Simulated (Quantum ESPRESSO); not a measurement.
**Ir: equation of state with PBEsol**

Crystal: Ir.

```xyz
1
Lattice="0.0000 1.9156 1.9156 1.9156 0.0000 1.9156 1.9156 1.9156 0.0000" Properties=species:S:1:pos:R:3 pbc="T T T"
Ir    0.0000    0.0000    0.0000
```

```yaml
Program: Quantum ESPRESSO 7.5
Task: equation of state
Functional: PBEsol
Potentials_or_basis: GBRV 1.5 PBEsol
Cutoff: 612 eV
Density_cutoff: 4898 eV
k_mesh: 12 × 12 × 12
Occupations: fermi-dirac, width 0.05 eV
Spin: no spin polarisation
Mixing_beta: 0.5
Most_SCF_iterations: 120
SCF_threshold: 2e-10 Ry
```

* Equilibrium volume: 14.04 Å³/atom
* Bulk modulus: 387 GPa
* Pressure derivative of the bulk modulus: 5.1

Energy against volume, from the lowest point:
```
volume (Å³/atom)  energy (meV/atom)
          13.215              65.89
          13.496              27.35
          13.778               6.05
          14.059               0.00
          14.340               7.49
          14.621              26.93
          14.902              56.96
```

All runs of the series together: 39 s on 2 threads of AMD EPYC 7R43 64-Core Processor (Zen 3) (shared host).

Spin-orbit coupling is left out, which matters for the levels of Ir.
